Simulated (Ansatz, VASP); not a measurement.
## SrO in VASP and in Ansatz

```
Sr O
1.0
     0.00000    2.56144    2.56144
     2.56144    0.00000    2.56144
     2.56144    2.56144    0.00000
Sr O
1 1
Direct
  0.50000 0.50000 0.50000
  0.00000 0.00000 0.00000
```

Alike in both runs: functional PBEsol; k mesh 16 × 16 × 16; occupations fermi-dirac, width 0.08 eV; no spin polarisation.

Ansatz relaxed the structure, and its values are those at the end. VASP's run is a single point on that final structure, the one shown.

```csv
,VASP,Ansatz
version,VASP 6.6.1,Ansatz 0.2.0
potentials or method,"VASP PAW PBE potentials, release 64 (Sr_sv, O)","PAW with Ansatz's default frozen-core files, scalar-relativistic"
plane-wave cutoff (eV),520,420
valence electrons in the cell,16,16
```

```csv
,VASP,Ansatz,Ansatz less VASP
pressure (GPa),0.6,0.0,-0.64
```

Caveats: the PAW data sets were made with another functional, which shifts forces and pressure a little (VASP). A k mesh can miss the band edges.
